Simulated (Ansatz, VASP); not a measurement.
ZnSe (Stilleite): VASP beside Ansatz

```xyz
2
Lattice="0.0000 2.8338 2.8338 2.8338 0.0000 2.8338 2.8338 2.8338 0.0000" Properties=species:S:1:pos:R:3 pbc="T T T"
Se    4.2507    4.2507    4.2507
Zn    0.0000    0.0000    0.0000
```

Alike in both runs: task band structure; functional PBE; k mesh 8 × 8 × 8; occupations fermi-dirac, width 0.05 eV; no spin polarisation.

```csv
,VASP,Ansatz
version,VASP 6.6.1,Ansatz 0.2.0
potentials or method,"VASP PAW PBE potentials, release 64 (Se, Zn)",Ansatz PAW
plane-wave cutoff (eV),520,420
valence electrons in the cell,18,28
```

```tsv
	VASP	Ansatz	Ansatz less VASP
gap on the k mesh at the Fermi level (eV)	1.29	1.29	-0.002
least direct gap on the mesh (eV)	1.29	1.29	-0.002
gap along the band path (eV)	1.29	1.29	-0.002
pressure (GPa)	2.3	2.1	-0.24
```

With one functional, cell and mesh, what is left measures potentials, basis and numerics. The two sets of potentials don't hold the same shells in valence.

A hybrid or GW would open this gap; PBE tends to underestimate it.
